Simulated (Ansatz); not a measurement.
Theory: DFT PBE, scalar-relativistic, plane waves, PAW in Ansatz. Settings: cutoff 420 eV, Γ-centred meshes spaced at most about 0.3 Å⁻¹, and about 0.25 Å⁻¹ or finer for metals (2π included), Gaussian smearing. No spin polarisation.

All energies are static (0 K, no zero-point motion).

Compare these two cells of Ga3O4, each relaxed at this level.

A.

```
CELL_PARAMETERS angstrom
1.59953 0.92349 10.61384
-1.59953 0.92349 10.61384
0.00000 -1.84697 10.61384
ATOMIC_POSITIONS crystal
Ga 0.23956 0.23956 0.23956
Ga 0.76044 0.76044 0.76044
Ga 0.00000 0.00000 0.00000
O 0.89036 0.89036 0.89036
O 0.30183 0.30183 0.30183
O 0.10964 0.10964 0.10964
O 0.69817 0.69817 0.69817
```

B.

```
CELL_PARAMETERS angstrom
0.00000 4.30615 4.30615
4.30615 0.00000 4.30615
4.30615 4.30615 0.00000
ATOMIC_POSITIONS crystal
Ga 0.75000 0.75000 0.75000
Ga 0.50000 0.50000 0.50000
Ga 0.12500 0.62500 0.12500
Ga 0.12500 0.12500 0.62500
Ga 0.12500 0.12500 0.12500
Ga 0.62500 0.12500 0.12500
O 0.88752 0.88752 0.88752
O 0.36248 0.36248 0.36248
O 0.36248 0.91255 0.36248
O 0.91255 0.36248 0.36248
O 0.88752 0.33745 0.88752
O 0.33745 0.88752 0.88752
O 0.88752 0.88752 0.33745
O 0.36248 0.36248 0.91255
```

Task: Which would you expect to be lower, and how large is the difference?

Result: They are level within the accuracy (6 meV/atom apart, with A the lower in these runs). A has space group R-3m (No. 166), 13.4 Å³/atom and no gap on its mesh; B has space group Fd-3m (No. 227), 11.4 Å³/atom and no gap. In A, Ga on a site of symmetry 3m is surrounded by 4 O at 1.91–1.98 Å; Ga on a site of symmetry -3m is surrounded by 6 O at 2.10 Å; O on its first site is surrounded by 3 Ga at 1.91 Å; 1 more site not described. In B, Ga on a site of symmetry -43m is surrounded by 4 O at 2.05 Å; around Ga on a site of symmetry -3m lie 6 O at 2.05 Å; O has 4 Ga at 2.05 Å. Both come from invented guesses.

For metals, differences of a few meV/atom aren't resolved. No dispersion correction is applied, so the spacing and binding between layers, chains or molecules are poorly described (R-3m), and this can change margins and order among such cells. In R-3m an odd number of electrons in the primitive cell allows no gap without spin; a larger cell or a magnetic state could open one. A magnetic state wasn't ruled out in cells without spin, among them R-3m, Fd-3m. Cells relaxed within their symmetry can be saddle points.
